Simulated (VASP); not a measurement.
# Y (Im-3m) in VASP: a series of runs, part 2 of 2

VASP 6.6.1. The steps go on from the part before.

## Step 3: Single point, PBE, collinear spin, typed start

This run uses another cell than the first one, of 36.97 Å³/atom, 1.120 times its volume.

The input, INCAR:

```
SYSTEM = Y
PREC = Accurate ; ENCUT = 520
EDIFF = 1E-7 ; ISMEAR = -1
SIGMA = 0.05 ; LREAL = .False.
LASPH = .True. ; NELM = 150
ALGO = Normal ; ISIF = 2
LWAVE = .False. ; LCHARG = .False.
ISPIN = 2 ; MAGMOM = 1
LORBIT = 11 ; LMAXMIX = 4
GGA = PE ; NBANDS = 16
```

The input, KPOINTS:

```
regular mesh
0
Gamma
  18 18 18
  0 0 0
```

The input, POSCAR:

```
Y
1.0
   -2.0986586891      2.0986586891      2.0986586891
    2.0986586891     -2.0986586891      2.0986586891
    2.0986586891      2.0986586891     -2.0986586891
Y
1
Direct
    0.0000000000      0.0000000000      0.0000000000
```

Potentials or basis: VASP PAW PBE potentials, release 64 (Y_sv).

Launch:

```bash
cat potpaw_PBE.64/Y_sv/POTCAR > POTCAR
mpirun -np 1 vasp_std > vasp.out
```

OUTCAR:

```text
SYSTEM = Y
   PREC = Accurate
   ENCUT = 520
   EDIFF = 1E-7
   ISMEAR = -1
   LREAL = .False.
   LASPH = .True.
   NELM = 150
   ISIF = 2
   ISPIN = 2
   LORBIT = 11
   GGA = PE

 ion  position               nearest neighbor table
   1  0.000  0.000  0.000-

  LATTYP: Found a body centered cubic cell.
 ALAT       =     4.1973173782

  Lattice vectors:

 A1 = (  -2.0986586891,   2.0986586891,   2.0986586891)
 A2 = (   2.0986586891,  -2.0986586891,   2.0986586891)
 A3 = (   2.0986586891,   2.0986586891,  -2.0986586891)

Analysis of symmetry for initial positions (statically):
=====================================================================
 Subroutine PRICEL returns:
 Original cell was already a primitive cell.

 Routine SETGRP: Setting up the symmetry group for a
 body centered cubic supercell.

 Subroutine GETGRP returns: Found 48 space group operations
 (whereof 48 operations were pure point group operations)
 out of a pool of 48 trial point group operations.

The static configuration has the point symmetry O_h .

Analysis of symmetry for dynamics (positions and initial velocities):
=====================================================================
 Subroutine PRICEL returns:
 Original cell was already a primitive cell.

 Routine SETGRP: Setting up the symmetry group for a
 body centered cubic supercell.

 Subroutine GETGRP returns: Found 48 space group operations
 (whereof 48 operations were pure point group operations)
 out of a pool of 48 trial point group operations.

The dynamic configuration has the point symmetry O_h .

Analysis of structural, dynamic, and magnetic symmetry:
=====================================================================
 Subroutine PRICEL returns:
 Original cell was already a primitive cell.

 Routine SETGRP: Setting up the symmetry group for a
 body centered cubic supercell.

 Subroutine GETGRP returns: Found 48 space group operations
 (whereof 48 operations were pure point group operations)
 out of a pool of 48 trial point group operations.
[... 136 lines left out ...]
 number of electron      11.0000001 magnetization       0.2851240

 Free energy of the ion-electron system (eV)
  ---------------------------------------------------
  ext. energy  EPLUGINS =         0.00000000
  ---------------------------------------------------
  free energy    TOTEN  =        -6.26792770 eV

  energy without entropy =       -6.24468906  energy(sigma->0) =       -6.25630838

 E-fermi :   2.5719     XC(G=0):  -8.9865

 val. band max:        2.5708359720   @ k =   0.3333   0.2778   0.0556
 cond. band min:       2.5729770325   @ k =  -0.3333   0.4444   0.0556
 fundamental gap:      0.0021410605
 Fermi energy:         2.5719343235

 spin component 1

 k-point     1 :       0.0000    0.0000    0.0000
  band No.  band energies     occupation
      1     -40.6365      1.00000
      2     -20.4008      1.00000
      3     -20.4008      1.00000
      4     -20.4008      1.00000
      5      -2.1400      1.00000
      6       4.0124      0.00000
[... 435 lines left out ...]
      5       0.7824      1.00000
      6       2.6895      0.08696
[... 8 lines left out ...]
     15      17.2149      0.00000
     16      18.2905      0.00000

 [... further k-points ...]

 spin component 2

 k-point     1 :       0.0000    0.0000    0.0000
  band No.  band energies     occupation
      1     -40.5722      1.00000
      2     -20.3270      1.00000
      3     -20.3270      1.00000
      4     -20.3270      1.00000
      5      -1.9093      1.00000
      6       4.1753      0.00000
[... 435 lines left out ...]
      5       0.9898      1.00000
      6       2.8865      0.00185
[... 8 lines left out ...]
     15      17.4261      0.00000
     16      18.4888      0.00000

 [... further k-points ...]

------------------------ aborting loop because EDIFF is reached ----------------------------------------

  FORCE on cell =-STRESS in cart. coord.  units (eV):
  Direction    XX          YY          ZZ          XY          YZ          ZX
  --------------------------------------------------------------------------------------
  -------------------------------------------------------------------------------------
  Total       -0.8578317     -0.8578317     -0.8578317      0.0000000      0.0000000     -0.0000000
  in kB      -37.1729669    -37.1729669    -37.1729669      0.0000000      0.0000000     -0.0000000
  external PRESSURE =     -37.1729669 kB  Pullay stress =       0.0000000 kB

 VOLUME and BASIS-vectors are now :
 -----------------------------------------------------------------------------
  energy-cutoff  :      520.00
  volume of cell :       36.97
      direct lattice vectors                 reciprocal lattice vectors
    -2.098658689  2.098658689  2.098658689     0.000000000  0.238247411  0.238247411
     2.098658689 -2.098658689  2.098658689     0.238247411  0.000000000  0.238247411
     2.098658689  2.098658689 -2.098658689     0.238247411  0.238247411  0.000000000

 POSITION                                       TOTAL-FORCE (eV/Angst)
 -----------------------------------------------------------------------------------
      0.00000      0.00000      0.00000        -0.000000     -0.000000      0.000000
 -----------------------------------------------------------------------------------
    total drift:                                0.000000     -0.000000      0.000000

  FREE ENERGIE OF THE ION-ELECTRON SYSTEM (eV)
  ---------------------------------------------------
  free  energy   TOTEN  =        -6.2679276973 eV

  energy  without entropy=       -6.2446890560  energy(sigma->0) =       -6.25630838

 total charge

# of ion       s       p       d       f       tot
--------------------------------------------------
    1        2.258   6.205   0.812   0.005   9.279

 magnetization (x)

# of ion       s       p       d       f       tot
--------------------------------------------------
    1       -0.000   0.052   0.106   0.001   0.158
```

OSZICAR:

```text
N       E                     dE             d eps       ncg     rms          rms(c)
DAV:   1     0.290725331125E+02    0.29073E+02   -0.53787E+03 12496   0.642E+02
DAV:   2    -0.517575767298E+01   -0.34248E+02   -0.33028E+02 16520   0.146E+02
DAV:   3    -0.641203178634E+01   -0.12363E+01   -0.12257E+01 16056   0.182E+01
[... 14 lines left out ...]
DAV:  18    -0.626792210778E+01   -0.89055E-05   -0.11026E-05 15480   0.149E-02    0.179E-02
DAV:  19    -0.626792434128E+01   -0.22335E-05   -0.21722E-06 16208   0.695E-03    0.127E-02
DAV:  20    -0.626792650914E+01   -0.21679E-05   -0.38597E-06 15192   0.920E-03    0.650E-03
DAV:  21    -0.626792752247E+01   -0.10133E-05   -0.36369E-06 15376   0.866E-03    0.203E-03
DAV:  22    -0.626792770219E+01   -0.17972E-06   -0.12316E-06 15528   0.504E-03    0.258E-04
DAV:  23    -0.626792769735E+01    0.48453E-08   -0.10684E-07 14376   0.152E-03
   1 F= -.62679277E+01 E0= -.62563084E+01  d E =-.232386E-01  mag=     0.2844
```

Run time: 10 min. Hardware: 1 thread of AMD EPYC, shared host; peak memory 0.29 GiB.

What came out:

```yaml
Free_energy: -6.2679 eV
Pressure: -3.7 GPa
Band_gap_on_the_k_mesh: none (metal or under the smearing width)
Net_moment: 0.29 μB per cell
Site_moments: Y +0.16 μB
Valence_electrons_inside_the_program's_atomic_spheres: Y 9.28
```

## Step 4: Single point, PBE, collinear spin, typed start

This run uses another cell than the first one, of 35.65 Å³/atom, 1.080 times its volume.

The input, INCAR:

```
PREC     = Accurate       # precision mode
ENCUT    = 520            # plane-wave cutoff, eV
EDIFF    = 1E-6           # SCF threshold, eV
ISMEAR   = -1             # smearing method
SIGMA    = 0.05           # smearing width, eV
LREAL    = F              # projectors in reciprocal space
LASPH    = T              # aspherical terms in the spheres
NELM     = 150            # most SCF steps
ALGO     = Normal         # electronic algorithm
ISIF     = 2              # what is computed and relaxed
LWAVE    = F              # write WAVECAR
LCHARG   = T              # write CHGCAR
ISPIN    = 2              # spin polarisation
MAGMOM   = 1              # initial moments
LORBIT   = 11             # projections on sites
LMAXMIX  = 4              # l up to which the mixer works
GGA      = PE             # functional
LELF     = T              # ELF
LVHAR    = T            
NBANDS   = 16             # bands
```

The input, KPOINTS:

```
Automatic mesh
0
Gamma
  18 18 18
```

The input, POSCAR:

```
Y
1.0
   -2.0733711825      2.0733711825      2.0733711825
    2.0733711825     -2.0733711825      2.0733711825
    2.0733711825      2.0733711825     -2.0733711825
Y
1
Direct
    0.0000000000      0.0000000000      0.0000000000
```

Launch:

```bash
cat potpaw_PBE.64/Y_sv/POTCAR > POTCAR
mpirun -np 1 vasp_std > vasp.out
```

Wall time 9.9 min (1 thread of AMD EPYC, shared host); peak memory 0.28 GiB.

Results (log left out):

- Free energy: -6.2945 eV
- Pressure: -2.7 GPa
- Band gap on the k mesh: none (metal or under the smearing width)
- Net moment: 0.06 μB per cell
- Site moments: Y +0.03 μB
- Valence electrons inside the program's atomic spheres: Y 9.32

Levels at points of the mesh, in eV from the Fermi level:
Spin up:
| k point | band 3 | band 4 | band 5 | band 6 | band 7 | band 8 |
| --- | --- | --- | --- | --- | --- | --- |
| (0.00, 0.00, 0.00) | -22.83 | -22.83 | -4.69 | 1.55 | 1.55 | 1.55 |
| (0.50, 0.00, 0.00) | -22.97 | -22.83 | -1.89 | 0.20 | 0.51 | 3.21 |
| (0.50, 0.50, 0.50) | -23.12 | -23.12 | -1.28 | -1.28 | 4.80 | 4.80 |
Spin down:
```tsv
k point	band 3	band 4	band 5	band 6	band 7	band 8
(0.00, 0.00, 0.00)	-22.82	-22.82	-4.65	1.58	1.58	1.58
(0.50, 0.00, 0.00)	-22.95	-22.82	-1.85	0.24	0.55	3.23
(0.50, 0.50, 0.50)	-23.11	-23.11	-1.25	-1.25	4.83	4.83
```

## Step 5: The runs side by side

```tsv
cell	gap on the mesh (eV)	pressure (GPa)	moment (μB)
Im-3m, 33.01 Å³/atom	none	-0.1	0.00
Im-3m, 36.97 Å³/atom	none	-3.7	0.29
Im-3m, 35.65 Å³/atom	none	-2.7	0.06
```

Alike in all rows: task single point; level PBE; potentials or basis VASP PAW PBE potentials, release 64 (Y_sv); spin collinear, typed start; k mesh 18 × 18 × 18; cutoff (eV) 520; smearing fermi-dirac 0.05 eV.

Every run on the cell as given and a fine mesh finds a metal.

Total energies depend on the potentials used, so only differences within one code and one set of settings carry meaning.
